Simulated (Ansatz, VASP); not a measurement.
## Ag in VASP and in Ansatz

```
Ag
1.0
     0.00000    2.04275    2.04275
     2.04275    0.00000    2.04275
     2.04275    2.04275    0.00000
Ag
1
Direct
  0.00000 0.00000 0.00000
```

Alike in both runs: task band structure; functional PBE; k mesh 11 × 11 × 11; occupations fermi-dirac, width 0.05 eV; no spin polarisation.

|  | VASP | Ansatz |
| --- | --- | --- |
| version | VASP 6.6.1 | Ansatz 0.2.0 |
| potentials or method | VASP PAW PBE potentials, release 54 (Ag) | Ansatz PAW |
| plane-wave cutoff (eV) | 520 | 420 |
| valence electrons in the cell | 11 | 19 |

Ansatz gave:

```
gap on the k mesh at the Fermi level (eV) : none
pressure (GPa)                            : 4.4
```

Problem. Estimate VASP's values.

Solution. gap on the k mesh at the Fermi level (eV): none; pressure (GPa): 4.3.

A gap of «none» marks a metal or a gap that the smearing closes. With one functional, cell and mesh, what is left measures potentials, basis and numerics. The two sets of potentials don't hold the same shells in valence.
